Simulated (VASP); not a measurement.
# BAs (F-43m) in VASP: a series of runs

One crystal, BAs, is run at these levels: PBE, HSE06; tasks: single point, relaxation of cell and atoms.

Everything below comes from runs of VASP 6.6.1. Logs are shortened: lines on timing, memory, paths and dates and some standing lists are left out, and cuts for length are marked.

**1. The structure**

Symmetry: F-43m, No. 216, cubic system. The conventional cell has a = 4.777 Å, b = 4.777 Å, c = 4.777 Å, α = 90.00°, β = 90.00°, γ = 90.00°. Around As (site symmetry -43m) lie 4 B at 2.07 Å. B (site symmetry -43m) has 4 As at 2.07 Å as nearest neighbours.

**2. Single point, PBE, spin-orbit coupling, no magnetisation**

File INCAR:

```
SYSTEM = BAs
ALGO = Normal
EDIFF = 1E-7
ENCUT = 400
GGA = PE
GGA_COMPAT = .False.
ISIF = 2
ISMEAR = 0
LASPH = .True.
LCHARG = .False.
LORBIT = 11
LREAL = .False.
LSORBIT = .True.
LWAVE = .False.
MAGMOM = 0 0 0 0 0 0
NBANDS = 24
NELM = 100
PREC = Accurate
SIGMA = 0.02
```

File KPOINTS:

```
k-points
0
Gamma
  8 8 8
  0 0 0
```

File POSCAR:

```
BAs
1.0
    0.0000000000      2.3885000000      2.3885000000
    2.3885000000      0.0000000000      2.3885000000
    2.3885000000      2.3885000000      0.0000000000
As B
1 1
Direct
    0.7500000000      0.7500000000      0.7500000000
    0.0000000000      0.0000000000      0.0000000000
```

Potentials or basis: VASP PAW PBE potentials, release 64 (As, B).

Run with:

```console
$ cat potpaw_PBE.64/As/POTCAR potpaw_PBE.64/B/POTCAR > POTCAR
$ mpirun -np 1 vasp_ncl > vasp.out
```

OUTCAR:

```text
SYSTEM = BAs
   EDIFF = 1E-7
   ENCUT = 400
   GGA = PE
   ISIF = 2
   ISMEAR = 0
   LASPH = .True.
   LORBIT = 11
   LREAL = .False.
   LSORBIT = .True.
   NELM = 100
   PREC = Accurate

 Found     43 irreducible k-points:

 Following reciprocal coordinates:
            Coordinates               Weight
  0.000000  0.000000  0.000000      1.000000
  0.125000  0.000000  0.000000      4.000000
 -0.125000  0.000000  0.000000      4.000000
  0.250000  0.000000  0.000000      4.000000
 -0.250000  0.000000  0.000000      4.000000
  0.375000  0.000000  0.000000      4.000000
   k-points           NKPTS =     43   k-points in BZ     NKDIM =     43   number of bands    NBANDS=     24
   number of dos      NEDOS =    301   number of ions     NIONS =      2
   total plane-waves  NPLWV =  13824
   dimension x,y,z NGX =    24 NGY =   24 NGZ =   24
   dimension x,y,z NGXF=    48 NGYF=   48 NGZF=   48
   ions per type =               1   1
   NGX,Y,Z   is equivalent  to a cutoff of  11.81, 11.81, 11.81 a.u.
   NGXF,Y,Z  is equivalent  to a cutoff of  23.62, 23.62, 23.62 a.u.
 SYSTEM =  BAs
   PREC   = accura    normal or accurate (medium, high low for compatibility)
   ISTART =      0    job   : 0-new  1-cont  2-samecut
   ICHARG =      2    charge: 1-file 2-atom 10-const
   ISPIN  =      1    spin polarized calculation?
   LNONCOLLINEAR =      T non collinear calculations
   LSORBIT =      T    spin-orbit coupling
   LASPH  =      T    aspherical Exc in radial PAW
   ENCUT  =  400.0 eV  29.40 Ry    5.42 a.u.   5.51  5.51  5.51*2*pi/ulx,y,z
   NELM   =    100;   NELMIN=  2; NELMDL= -5     # of ELM steps
   EDIFF  = 0.1E-06   stopping-criterion for ELM
   LREAL  =      F    real-space projection
   EDIFFG = 0.1E-05   stopping-criterion for IOM
   NSW    =      0    number of steps for IOM
   IBRION =     -1    ionic relax: 0-MD 1-quasi-New 2-CG
   NFREE  =      0    steps in history (QN), initial steepest desc. (CG)
   ISIF   =      2    stress and relaxation
   ISYM   =      2    0-nonsym 1-usesym 2-fastsym
   POTIM  = 0.5000    time-step for ionic-motion
   TEBEG  =    0.0;   TEEND  =   0.0 temperature during run
   PSTRESS=    0.0 pullay stress
   NELECT =       8.0000    total number of electrons
   NUPDOWN=      -1.0000    fix difference up-down
   EMIN   =  10.00;   EMAX   =-10.00  energy-range for DOS
   EFERMI =   0.00;   METHOD = LEGACY
   ISMEAR =     0;   SIGMA  =   0.02  broadening in eV -4-tet -1-fermi 0-gaus
   EFERMI_NEDOS =   21; number of points for ismear=-14 and -15
   IALGO  =     38    algorithm
   IMIX   =      4    mixing-type and parameters
     AMIX     =   0.40;   BMIX     =  1.00
     AMIX_MAG =   1.60;   BMIX_MAG =  1.00
  volume/ion in A,a.u.               =      13.63        91.95
  Fermi-wavevector in a.u.,A,eV,Ry     =   1.088018  2.056057 16.106360  1.183784
  Thomas-Fermi vector in A             =   2.224191
[... 192 lines left out ...]
  energy-cutoff  :      400.00
  volume of cell :       27.25
      direct lattice vectors                 reciprocal lattice vectors
     0.000000000  2.388500000  2.388500000    -0.209336404  0.209336404  0.209336404
     2.388500000  0.000000000  2.388500000     0.209336404 -0.209336404  0.209336404
     2.388500000  2.388500000  0.000000000     0.209336404  0.209336404 -0.209336404

 POSITION                                       TOTAL-FORCE (eV/Angst)
 -----------------------------------------------------------------------------------
      3.58275      3.58275      3.58275        -0.000000     -0.000000     -0.000000
      0.00000      0.00000      0.00000         0.000000      0.000000      0.000000
 -----------------------------------------------------------------------------------
    total drift:                               -0.000000     -0.000000     -0.000000

  FREE ENERGIE OF THE ION-ELECTRON SYSTEM (eV)
  ---------------------------------------------------
  free  energy   TOTEN  =       -11.4141832126 eV

  energy  without entropy=      -11.4141832126  energy(sigma->0) =      -11.41418321

 Spin-Orbit-Coupling matrix elements

 Ion:    1  E_soc:     -0.0211548
 l=   1
     0.0000000    -0.0034999    -0.0034999
    -0.0034999     0.0000000    -0.0034999
    -0.0034999    -0.0034999     0.0000000
 l=   2
     0.0000000    -0.0000132     0.0000000    -0.0000132    -0.0000128
    -0.0000132     0.0000000    -0.0000096    -0.0000132    -0.0000032
     0.0000000    -0.0000096     0.0000000    -0.0000096     0.0000000
    -0.0000132    -0.0000132    -0.0000096     0.0000000    -0.0000032
    -0.0000128    -0.0000032     0.0000000    -0.0000032     0.0000000
 l=   3
     0.0000000     0.0000000     0.0000000     0.0000000     0.0000000     0.0000000     0.0000000
     0.0000000     0.0000000     0.0000000     0.0000000     0.0000000     0.0000000     0.0000000
     0.0000000     0.0000000     0.0000000     0.0000000     0.0000000     0.0000000     0.0000000
     0.0000000     0.0000000     0.0000000     0.0000000     0.0000000     0.0000000     0.0000000
     0.0000000     0.0000000     0.0000000     0.0000000     0.0000000     0.0000000     0.0000000
     0.0000000     0.0000000     0.0000000     0.0000000     0.0000000     0.0000000     0.0000000
     0.0000000     0.0000000     0.0000000     0.0000000     0.0000000     0.0000000     0.0000000

 Ion:    2  E_soc:     -0.0000096
 l=   1
     0.0000000    -0.0000016    -0.0000016
    -0.0000016     0.0000000    -0.0000016
    -0.0000016    -0.0000016     0.0000000
 l=   2
     0.0000000     0.0000000     0.0000000     0.0000000     0.0000000
     0.0000000     0.0000000     0.0000000     0.0000000     0.0000000
     0.0000000     0.0000000     0.0000000     0.0000000     0.0000000
     0.0000000     0.0000000     0.0000000     0.0000000     0.0000000
     0.0000000     0.0000000     0.0000000     0.0000000     0.0000000
 l=   3
     0.0000000     0.0000000     0.0000000     0.0000000     0.0000000     0.0000000     0.0000000
     0.0000000     0.0000000     0.0000000     0.0000000     0.0000000     0.0000000     0.0000000
     0.0000000     0.0000000     0.0000000     0.0000000     0.0000000     0.0000000     0.0000000
     0.0000000     0.0000000     0.0000000     0.0000000     0.0000000     0.0000000     0.0000000
     0.0000000     0.0000000     0.0000000     0.0000000     0.0000000     0.0000000     0.0000000
     0.0000000     0.0000000     0.0000000     0.0000000     0.0000000     0.0000000     0.0000000
     0.0000000     0.0000000     0.0000000     0.0000000     0.0000000     0.0000000     0.0000000

 total charge

# of ion       s       p       d       tot
------------------------------------------
    1        1.172   1.664   0.089   2.925
    2        0.660   1.180   0.000   1.840
--------------------------------------------------
tot          1.832   2.844   0.089   4.765

 magnetization (x)

# of ion       s       p       d       tot
------------------------------------------
    1        0.000   0.000   0.000   0.000
    2       -0.000  -0.000   0.000  -0.000
--------------------------------------------------
tot         -0.000  -0.000   0.000  -0.000

 magnetization (y)

# of ion       s       p       d       tot
------------------------------------------
    1        0.000  -0.000   0.000  -0.000
    2        0.000  -0.000   0.000  -0.000
--------------------------------------------------
tot          0.000  -0.000   0.000  -0.000

 magnetization (z)

# of ion       s       p       d       tot
------------------------------------------
    1        0.000  -0.000  -0.000  -0.000
    2        0.000  -0.000   0.000  -0.000
--------------------------------------------------
tot          0.000  -0.000  -0.000  -0.000
```

stdout:

```text
POSCAR found type information on POSCAR AsB
 POSCAR found :  2 types and       2 ions
 scaLAPACK will be used
 LDA part: xc-table for (Slater+PW92), standard interpolation
 POSCAR, INCAR and KPOINTS ok, starting setup
 FFT: planning ... GRIDC
 FFT: planning ... GRID_SOFT
 FFT: planning ... GRID
 WAVECAR not read
 entering main loop
```

Run time: 15 s. Hardware: 1 thread of Intel Xeon 6975P-C (Granite Rapids), shared host; peak memory 0.21 GiB.

These settings aren't checked as converged: the numbers below hold their error.

What came out:

- Free energy: -11.4142 eV
- Pressure: 3.4 GPa
- Valence electrons inside the program's atomic spheres: As 2.92; B 1.84

**3. Single point, PBE, spin-orbit coupling, no magnetisation**

Edit INCAR of step 2 so:

```diff
@@ -3,3 +3,3 @@
 EDIFF = 1E-7
-ENCUT = 400
+ENCUT = 650
 GGA = PE
```

File KPOINTS:

```
k-points
0
Gamma
  7 7 7
  0 0 0
```

POSCAR is that of step 2.

Potentials or basis: VASP PAW PBE potentials, release 64 (As, B).

Run with:

```console
$ cat potpaw_PBE.64/As/POTCAR potpaw_PBE.64/B/POTCAR > POTCAR
$ mpirun -np 1 vasp_ncl > vasp.out
```

OUTCAR:

```text
SYSTEM = BAs
   EDIFF = 1E-7
   ENCUT = 650
   GGA = PE
   ISIF = 2
   ISMEAR = 0
   LASPH = .True.
   LORBIT = 11
   LREAL = .False.
   LSORBIT = .True.
   NELM = 100
   PREC = Accurate

 Found     30 irreducible k-points:

 Following reciprocal coordinates:
            Coordinates               Weight
  0.000000  0.000000  0.000000      1.000000
  0.142857  0.000000  0.000000      4.000000
 -0.142857  0.000000  0.000000      4.000000
  0.285714  0.000000  0.000000      4.000000
 -0.285714  0.000000  0.000000      4.000000
  0.428571  0.000000  0.000000      4.000000
   k-points           NKPTS =     30   k-points in BZ     NKDIM =     30   number of bands    NBANDS=     24
   number of dos      NEDOS =    301   number of ions     NIONS =      2
   total plane-waves  NPLWV =  21952
   dimension x,y,z NGX =    28 NGY =   28 NGZ =   28
   dimension x,y,z NGXF=    56 NGYF=   56 NGZF=   56
   ions per type =               1   1
   NGX,Y,Z   is equivalent  to a cutoff of  13.78, 13.78, 13.78 a.u.
   NGXF,Y,Z  is equivalent  to a cutoff of  27.56, 27.56, 27.56 a.u.
 SYSTEM =  BAs
   PREC   = accura    normal or accurate (medium, high low for compatibility)
   ISTART =      0    job   : 0-new  1-cont  2-samecut
   ICHARG =      2    charge: 1-file 2-atom 10-const
   ISPIN  =      1    spin polarized calculation?
   LNONCOLLINEAR =      T non collinear calculations
   LSORBIT =      T    spin-orbit coupling
   LASPH  =      T    aspherical Exc in radial PAW
   ENCUT  =  650.0 eV  47.77 Ry    6.91 a.u.   7.02  7.02  7.02*2*pi/ulx,y,z
   NELM   =    100;   NELMIN=  2; NELMDL= -5     # of ELM steps
   EDIFF  = 0.1E-06   stopping-criterion for ELM
   LREAL  =      F    real-space projection
   EDIFFG = 0.1E-05   stopping-criterion for IOM
   NSW    =      0    number of steps for IOM
   IBRION =     -1    ionic relax: 0-MD 1-quasi-New 2-CG
   NFREE  =      0    steps in history (QN), initial steepest desc. (CG)
   ISIF   =      2    stress and relaxation
   ISYM   =      2    0-nonsym 1-usesym 2-fastsym
   POTIM  = 0.5000    time-step for ionic-motion
   TEBEG  =    0.0;   TEEND  =   0.0 temperature during run
   PSTRESS=    0.0 pullay stress
   NELECT =       8.0000    total number of electrons
   NUPDOWN=      -1.0000    fix difference up-down
   EMIN   =  10.00;   EMAX   =-10.00  energy-range for DOS
   EFERMI =   0.00;   METHOD = LEGACY
   ISMEAR =     0;   SIGMA  =   0.02  broadening in eV -4-tet -1-fermi 0-gaus
   EFERMI_NEDOS =   21; number of points for ismear=-14 and -15
[... 211 lines left out ...]

  FREE ENERGIE OF THE ION-ELECTRON SYSTEM (eV)
  ---------------------------------------------------
  free  energy   TOTEN  =       -11.4118588246 eV

  energy  without entropy=      -11.4118588246  energy(sigma->0) =      -11.41185882

 Spin-Orbit-Coupling matrix elements

 Ion:    1  E_soc:     -0.0213189
 l=   1
     0.0000000    -0.0035269    -0.0035269
    -0.0035269     0.0000000    -0.0035269
    -0.0035269    -0.0035269     0.0000000
 l=   2
     0.0000000    -0.0000134     0.0000000    -0.0000134    -0.0000129
    -0.0000134     0.0000000    -0.0000097    -0.0000134    -0.0000032
     0.0000000    -0.0000097     0.0000000    -0.0000097     0.0000000
    -0.0000134    -0.0000134    -0.0000097     0.0000000    -0.0000032
    -0.0000129    -0.0000032     0.0000000    -0.0000032     0.0000000
 l=   3
     0.0000000     0.0000000     0.0000000     0.0000000     0.0000000     0.0000000     0.0000000
     0.0000000     0.0000000     0.0000000     0.0000000     0.0000000     0.0000000     0.0000000
     0.0000000     0.0000000     0.0000000     0.0000000     0.0000000     0.0000000     0.0000000
     0.0000000     0.0000000     0.0000000     0.0000000     0.0000000     0.0000000     0.0000000
     0.0000000     0.0000000     0.0000000     0.0000000     0.0000000     0.0000000     0.0000000
     0.0000000     0.0000000     0.0000000     0.0000000     0.0000000     0.0000000     0.0000000
     0.0000000     0.0000000     0.0000000     0.0000000     0.0000000     0.0000000     0.0000000

 Ion:    2  E_soc:     -0.0000091
 l=   1
     0.0000000    -0.0000015    -0.0000015
    -0.0000015     0.0000000    -0.0000015
    -0.0000015    -0.0000015     0.0000000
 l=   2
     0.0000000     0.0000000     0.0000000     0.0000000     0.0000000
     0.0000000     0.0000000     0.0000000     0.0000000     0.0000000
     0.0000000     0.0000000     0.0000000     0.0000000     0.0000000
     0.0000000     0.0000000     0.0000000     0.0000000     0.0000000
     0.0000000     0.0000000     0.0000000     0.0000000     0.0000000
 l=   3
     0.0000000     0.0000000     0.0000000     0.0000000     0.0000000     0.0000000     0.0000000
     0.0000000     0.0000000     0.0000000     0.0000000     0.0000000     0.0000000     0.0000000
     0.0000000     0.0000000     0.0000000     0.0000000     0.0000000     0.0000000     0.0000000
     0.0000000     0.0000000     0.0000000     0.0000000     0.0000000     0.0000000     0.0000000
     0.0000000     0.0000000     0.0000000     0.0000000     0.0000000     0.0000000     0.0000000
     0.0000000     0.0000000     0.0000000     0.0000000     0.0000000     0.0000000     0.0000000
     0.0000000     0.0000000     0.0000000     0.0000000     0.0000000     0.0000000     0.0000000

 total charge

# of ion       s       p       d       tot
------------------------------------------
    1        1.172   1.664   0.089   2.924
    2        0.659   1.181   0.000   1.840
--------------------------------------------------
tot          1.830   2.845   0.089   4.764

 magnetization (x)

# of ion       s       p       d       tot
------------------------------------------
    1       -0.000  -0.000   0.000  -0.000
    2        0.000  -0.000   0.000  -0.000
--------------------------------------------------
tot         -0.000  -0.000   0.000  -0.000

 magnetization (y)

# of ion       s       p       d       tot
------------------------------------------
    1        0.000   0.000   0.000   0.000
    2        0.000   0.000   0.000   0.000
--------------------------------------------------
tot          0.000   0.000   0.000   0.000

 magnetization (z)

# of ion       s       p       d       tot
------------------------------------------
    1       -0.000   0.000  -0.000   0.000
    2        0.000   0.000   0.000   0.000
--------------------------------------------------
tot          0.000   0.000  -0.000   0.000
```

stdout:

```text
POSCAR found type information on POSCAR AsB
 POSCAR found :  2 types and       2 ions
 scaLAPACK will be used
 LDA part: xc-table for (Slater+PW92), standard interpolation
 POSCAR, INCAR and KPOINTS ok, starting setup
 FFT: planning ... GRIDC
 FFT: planning ... GRID_SOFT
 FFT: planning ... GRID
 WAVECAR not read
 entering main loop
```

It took 24 s on 1 thread of Intel Xeon 6975P-C (Granite Rapids), shared host; peak memory 0.25 GiB.

These settings aren't checked as converged: the numbers below hold their error.

Results:

```yaml
Free_energy: -11.4119 eV
Pressure: 3.5 GPa
Valence_electrons_inside_the_program's_atomic_spheres: As 2.92; B 1.84
```

[end of part 1 of 2]
